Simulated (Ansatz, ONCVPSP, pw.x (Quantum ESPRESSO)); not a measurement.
**pw.x on diamond Os: one setting changed**

Potential: optimised norm-conserving Vanderbilt (ONCV), ONCVPSP 4.0.1.1 (patched build), PBE; core [Kr] 4d10 4f14, reference 5s2 5p6 5d6 6s2; waves: 5s+6s: rc 1.70 bohr, ncon 4, nbas 8, qcut 5.7 1/bohr, 2 projectors; 5p: rc 1.75 bohr, ncon 4, nbas 8, qcut 8.4 1/bohr, 2 projectors, debl 2.3 Ha; 5d: rc 2.30 bohr, ncon 4, nbas 8, qcut 6.1 1/bohr, 2 projectors, debl 3.5 Ha; local part: polynomial inside 1.35 bohr (lpopt 1, dvloc0 0 Ha); core correction: Teter function, fcfact 5.5, rcfact 1.3.

The reference run (k-mesh 8³, cutoffs 80/320 Ry, Fermi–Dirac 0.01 Ry, mixing_beta 0.4, conv_thr 1e-9, no spin) gives -1.19 GPa at 21.376 Å³/atom, where all-electron LAPW gives 0.80 GPa. This run, with its own iteration cap, changes k-mesh points per axis to 2.

```
&control
  calculation='scf', prefix='x', pseudo_dir='./', outdir='./tmp', tstress=.true., disk_io='none'
/
&system
  ibrav=0, nat=2, ntyp=1, ecutwfc=80, ecutrho=320, nbnd=26,
  occupations='smearing', smearing='fd', degauss=0.01
/
&electrons
  conv_thr=1e-09, mixing_beta=0.4, electron_maxstep=60
/
ATOMIC_SPECIES
Os 1.0 Os.UPF
CELL_PARAMETERS angstrom
  0.00000000 2.77529283 2.77529283
  2.77529283 0.00000000 2.77529283
  2.77529283 2.77529283 0.00000000
ATOMIC_POSITIONS crystal
Os 0.0000 0.0000 0.0000
Os 0.2500 0.2500 0.2500
K_POINTS automatic
2 2 2 0 0 0
```

```bash
pw.x < Os.scf.in > Os.scf.out
```

Task: How does the run end?

Result: It converges in 8 iterations; the free energy moves by +34.2 meV/atom and the pressure by -0.84 GPa.

```
Message from routine setup:
     using ibrav=0 with symmetry is DISCOURAGED, use correct ibrav instead
     lattice parameter (alat)  =       7.4169  a.u.
     unit-cell volume          =     288.5048 (a.u.)^3
     number of electrons       =        32.00
     number of Kohn-Sham states=           26
     kinetic-energy cutoff     =      80.0000  Ry
     charge density cutoff     =     320.0000  Ry
     scf convergence threshold =      1.0E-09
     Exchange-correlation= PBE
     number of k points=     3  Fermi-Dirac smearing, width (Ry)=  0.0100
     iteration #  1     ecut=    80.00 Ry     beta= 0.40
     total energy              =    -400.24147208 Ry
     estimated scf accuracy    <       0.05082005 Ry
     iteration #  2     ecut=    80.00 Ry     beta= 0.40
     total energy              =    -400.23960979 Ry
     estimated scf accuracy    <       0.01403335 Ry
     iteration #  3     ecut=    80.00 Ry     beta= 0.40
     total energy              =    -400.24031752 Ry
     estimated scf accuracy    <       0.00041535 Ry
     iteration #  4     ecut=    80.00 Ry     beta= 0.40
     total energy              =    -400.24035084 Ry
     estimated scf accuracy    <       0.00002963 Ry
     iteration #  5     ecut=    80.00 Ry     beta= 0.40
     total energy              =    -400.24035242 Ry
     estimated scf accuracy    <       0.00000115 Ry
     iteration #  6     ecut=    80.00 Ry     beta= 0.40
     total energy              =    -400.24035265 Ry
     estimated scf accuracy    <       0.00000008 Ry
     iteration #  7     ecut=    80.00 Ry     beta= 0.40
     total energy              =    -400.24035266 Ry
     estimated scf accuracy    <          2.2E-09 Ry
     iteration #  8     ecut=    80.00 Ry     beta= 0.40
     the Fermi energy is    15.3951 ev
!    total energy              =    -400.24035266 Ry
     estimated scf accuracy    <          1.8E-10 Ry
     smearing contrib. (-TS)   =      -0.01338928 Ry
     The total energy is F=E-TS. E is the sum of the following terms:
     one-electron contribution =    -144.24530381 Ry
     hartree contribution      =      82.88433447 Ry
     xc contribution           =     -75.92216776 Ry
     ewald contribution        =    -262.94382628 Ry
     convergence has been achieved in   8 iterations
          total   stress  (Ry/bohr**3)                   (kbar)     P=      -20.32
     Message from routine punch:
     Nothing written, as per user request (disk_io='none')
```

The run took about 5.3 s on one core of a shared host (Neoverse-V1, 64 threads, 503 GiB, load 12).
